**Gap of monolayer 1T-HfS2 under biaxial strain: bond, thickness or band width**

The table holds the gap on sampled k points, the thickness and the sheet stress of a free-standing HfS2 layer at five biaxial strains from −4 to +7 %, computed with plane-wave PAW, PBE+D3(BJ), scalar-relativistic, in Ansatz 0.2.0. The program compares a p–d bond splitting (d^−3.5), confinement (1/t²) and band narrowing, gap = Δ − W(a₀/a)ⁿ, fitted to the rows from −4 to +4 %, and it follows the mesh band edges and the direct gap of the same runs. The bond scaling goes the wrong way, the confinement form bends the wrong way, and narrowing with n = 2 has the right but too weak a curvature, with an rms error of 0.013 eV. The direct gap moves far less than the indirect one, which excludes a rigid shift of the bands as the main cause. All fitted forms overshoot the +7 % row, where the valence top lies 0.085 eV above its extrapolation while the conduction bottom stays within 0.004 eV.

Free-standing HfS2 monolayer under biaxial strain from its relaxed cell (a = 3.62 Å), with the atoms relaxed at each strain. Calculated with Ansatz 0.2.0 at the PBE+D3(BJ) level, scalar-relativistic PAW without spin polarisation, 420 eV cutoff, 9×9×1 k mesh and 0.02 eV Gaussian smearing. Stress is positive in compression and the same along x and y.

## Numerical check

```python
# Table: monolayer 1T-HfS2 under biaxial strain, Ansatz 0.2.0, PAW PBE+D3(BJ), scalar-relativistic:
# gap on sampled points, thickness, sheet stress. Tested: gap as p-d bond splitting (d^-3.5),
# as confinement (1/t^2), or as band narrowing, gap = Delta - W (a0/a)^n; +7 % left out of fits.
T = {
    'strain': [-4, -2, 2, 4, 7],  # %
    'sheet_stress_xx': [4.633, 2.121, -1.797, -3.298, -5.119],  # N/m
    'gap_on_sampled_points': [0.633, 0.939, 1.449, 1.657, 1.816],  # eV
    'thickness': [3.036, 2.974, 2.845, 2.776, 2.669],  # Å
}
import numpy as np
from scipy import constants as C
from scipy.optimize import minimize_scalar
e, g, t, s = (np.array(T[k], float) for k in ("strain", "gap_on_sampled_points", "thickness", "sheet_stress_xx"))
# further outputs of the same runs, typed: unstrained cell, mesh band edges vs vacuum, mesh direct gap (eV)
a0 = np.sqrt(360.834166 / 31.824 / (np.sqrt(3) / 2))
em = np.array([-4, -2, 0, 2, 4, 7.0])
vb = np.array([-5.954224, -6.161228, -6.337063, -6.483887, -6.60229, -6.638766])
cb = np.array([-5.291244, -5.196486, -5.105428, -5.017901, -4.931313, -4.804976])
dg = np.array([1.741588, 2.010678, 2.056437, 2.09159, 2.117448, 2.053693])
vG, vS, v2, cG, cM = -0.835, -1.336, -0.957, 1.282, 0.822  # band path at +4 %, typed
f = lambda x, p=3: " ".join(f"{v:.{p}f}" for v in x)
a = a0 * (1 + e / 100); d = np.sqrt(a**2 / 3 + t**2 / 4); D = np.sqrt(a**2 / 3 + t**2)
print(f"a0 = {a0:.3f} A; table gap rounded to +-0.0005 eV")
print("strain %:", f(e, 0))
print("in-plane S-S = a (A):", f(a)); print("Hf-S bond d (A):", f(d)); print("cross-layer S-S D (A):", f(D))
print("change -4 to 7 %: a, d, D, thickness (%):", f([100 * (x[-1] / x[0] - 1) for x in (a, d, D, t)], 1))
print("interval midpoints %:", f((e[1:] + e[:-1]) / 2, 1))
print("gap slope eV/%:", f(np.diff(g) / np.diff(e)))
print("thickness slope A/%:", f(np.diff(t) / np.diff(e), 4))
print("stress slope N/m per %:", f(np.diff(s) / np.diff(e)))
print(f"gap ratio +4 % over -4 %: table {g[3]/g[0]:.2f}, d^-3.5 {(d[0]/d[3])**3.5:.2f}, t^-2 {(t[0]/t[3])**2:.2f}")
m = e < 5
def fit(x):
    c = np.polyfit(x[m], g[m], 1); r = g - np.polyval(c, x)
    return c, r, np.sqrt(np.mean(r[m]**2))
n = minimize_scalar(lambda n: fit((a0 / a)**n)[2], bounds=(0.5, 15), method="bounded").x
print("fits on -4..4 %; residual = table - model (eV), last entry is the +7 % prediction")
for name, x in (("G + B/t^2", t**-2.0), ("straight line in strain", e), ("Delta - W(a0/a)^2", (a0 / a)**2),
                (f"Delta - W(a0/a)^n, n={n:.1f}", (a0 / a)**n)):
    c, r, rms = fit(x)
    print(f" {name}: offset {c[1]:.2f} eV, coefficient {c[0]:.3f}, rms {rms:.4f}")
    print("   residuals:", f(r))
print("free n: three constants on four rows")
print("mesh rows, strain %:", f(em, 0))
print("valence top eV:", f(vb)); print("conduction bottom eV:", f(cb))
print("valence slope eV/%:", f(np.diff(vb) / np.diff(em)))
print("conduction slope eV/%:", f(np.diff(cb) / np.diff(em)))
print("mesh indirect gap eV:", f(cb - vb)); print("mesh direct gap eV:", f(dg))
print("mesh gap minus table gap eV:", f((cb - vb)[em != 0] - g))
ig = cb - vb
for i, j in ((1, 4), (0, 4), (4, 5)):
    print(f"{em[i]:.0f} to {em[j]:.0f} %: valence {vb[j]-vb[i]:+.3f}, conduction {cb[j]-cb[i]:+.3f}, indirect {ig[j]-ig[i]:+.3f}, direct {dg[j]-dg[i]:+.3f} eV")
print(f"valence share of mesh gap opening -4 to 4 %: {100*(vb[0]-vb[4])/(ig[4]-ig[0]):.0f} %")
miss = {}
for name, y in (("valence", vb), ("conduction", cb)):
    c = np.polyfit(em[:5], y[:5], 2); r = y - np.polyval(c, em); miss[name] = r[5]
    print(f"{name} parabola: slope at 0 {c[1]:+.3f} eV/%, max residual {abs(r[:5]).max():.4f}, at +7 % predicts {y[5]-r[5]:.3f}, miss {r[5]:+.3f} eV")
h2m = C.hbar**2 / C.m_e / C.e * 1e20
lift = 3 * (2.2 - 0.63) * h2m / a0**2  # rough recalled universal pp-sigma, pp-pi constants
print(f"rough tight binding, order of magnitude: valence slope {-2*lift/100:+.2f} eV/%")
print(f"+4 % path: Gamma-M gap {cM-vG:.3f}, Gamma direct {cG-vG:.3f} eV")
print(f"+4 % path, below top: Gamma-K maximum {vG-v2:.3f}, single level at Gamma {vG-vS:.3f} eV")
assert np.all(np.diff(g) > 0) and np.all(np.diff(d) > 0) and np.all(np.diff(D) < 0)
assert np.all(np.diff(np.diff(g) / np.diff(e)) < 0)
assert dg[4] - dg[1] < 0.25 * (ig[4] - ig[1])
assert miss["valence"] > 0.05 and abs(miss["conduction"]) < 0.02
```

Running it gives:

```
a0 = 3.618 A; table gap rounded to +-0.0005 eV
strain %: -4 -2 2 4 7
in-plane S-S = a (A): 3.474 3.546 3.691 3.763 3.872
Hf-S bond d (A): 2.515 2.530 2.562 2.578 2.603
cross-layer S-S D (A): 3.639 3.611 3.555 3.525 3.481
change -4 to 7 %: a, d, D, thickness (%): 11.5 3.5 -4.3 -12.1
interval midpoints %: -3.0 0.0 3.0 5.5
gap slope eV/%: 0.153 0.128 0.104 0.053
thickness slope A/%: -0.0310 -0.0323 -0.0345 -0.0357
stress slope N/m per %: -1.256 -0.980 -0.751 -0.607
gap ratio +4 % over -4 %: table 2.62, d^-3.5 0.92, t^-2 1.20
fits on -4..4 %; residual = table - model (eV), last entry is the +7 % prediction
 G + B/t^2: offset -4.53 eV, coefficient 47.973, rms 0.0443
   residuals: -0.046 0.041 0.048 -0.043 -0.393
 straight line in strain: offset 1.17 eV, coefficient 0.128, rms 0.0245
   residuals: -0.025 0.025 0.024 -0.024 -0.249
 Delta - W(a0/a)^2: offset 7.57 eV, coefficient -6.383, rms 0.0130
   residuals: -0.013 0.014 0.012 -0.013 -0.181
 Delta - W(a0/a)^n, n=5.4: offset 3.57 eV, coefficient -2.361, rms 0.0009
   residuals: 0.000 -0.001 0.001 -0.001 -0.112
free n: three constants on four rows
mesh rows, strain %: -4 -2 0 2 4 7
valence top eV: -5.954 -6.161 -6.337 -6.484 -6.602 -6.639
conduction bottom eV: -5.291 -5.196 -5.105 -5.018 -4.931 -4.805
valence slope eV/%: -0.104 -0.088 -0.073 -0.059 -0.012
conduction slope eV/%: 0.047 0.046 0.044 0.043 0.042
mesh indirect gap eV: 0.663 0.965 1.232 1.466 1.671 1.834
mesh direct gap eV: 1.742 2.011 2.056 2.092 2.117 2.054
mesh gap minus table gap eV: 0.030 0.026 0.017 0.014 0.018
-2 to 4 %: valence -0.441, conduction +0.265, indirect +0.706, direct +0.107 eV
-4 to 4 %: valence -0.648, conduction +0.360, indirect +1.008, direct +0.376 eV
4 to 7 %: valence -0.036, conduction +0.126, indirect +0.163, direct -0.064 eV
valence share of mesh gap opening -4 to 4 %: 64 %
valence parabola: slope at 0 -0.081 eV/%, max residual 0.0006, at +7 % predicts -6.723, miss +0.085 eV
conduction parabola: slope at 0 +0.045 eV/%, max residual 0.0007, at +7 % predicts -4.809, miss +0.004 eV
rough tight binding, order of magnitude: valence slope -0.05 eV/%
+4 % path: Gamma-M gap 1.657, Gamma direct 2.117 eV
+4 % path, below top: Gamma-K maximum 0.122, single level at Gamma 0.501 eV
```
